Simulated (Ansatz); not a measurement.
A run of Ansatz 0.2.0:

The input input.yaml:

```yaml
crystal:
  lattice:
    - [2.91, 0.0, 0.0]
    - [0.0, 2.91, 0.0]
    - [0.0, 0.0, 2.91]
  atoms:
    - { symbol: Fe, position: [0.5, 0.5, 0.5], spin: 3.0 }
    - { symbol: Al, position: [0.0, 0.0, 0.0] }
hamiltonian:
  xc: pbesol
  pseudopotentials: { kind: paw }
magnetization:
  spin_polarized: true
kpoints:
  mp_grid: { grid: [8, 8, 8] }
scf:
  occupations: { method: fermi_dirac, width: 0.05 }
phonons:
  method: dfpt
  qmesh: [2, 2, 2]
  temperatures: { t_max: 1000, t_step: 100 }
  qpath:
    path:
      - [[0.0, 0.0, 0.0], [0.0, 0.5, 0.0], [0.5, 0.5, 0.0], [0.0, 0.0, 0.0], [0.5, 0.5, 0.5], [0.0, 0.5, 0.0]]
      - [[0.5, 0.5, 0.0], [0.5, 0.5, 0.5]]
    npoints: 8
```

Potentials or basis: Ansatz PAW.

Launch:

```bash
$ ansatz run input.yaml --threads 2 --pin off --max-ram 5632MiB --backend cpu --events-out ev --progress --plain --runs-dir out
```

Hardware: 2 threads of AMD EPYC (Zen 3), with other jobs on the host.

**Question.** Estimate the wall time of this run.

**Answer.** It took 63 s on 2 threads of AMD EPYC (Zen 3) (shared host), peak memory 0.63 GiB. Counts: scf iterations 7, plane waves 461, k points 35, bands 15.
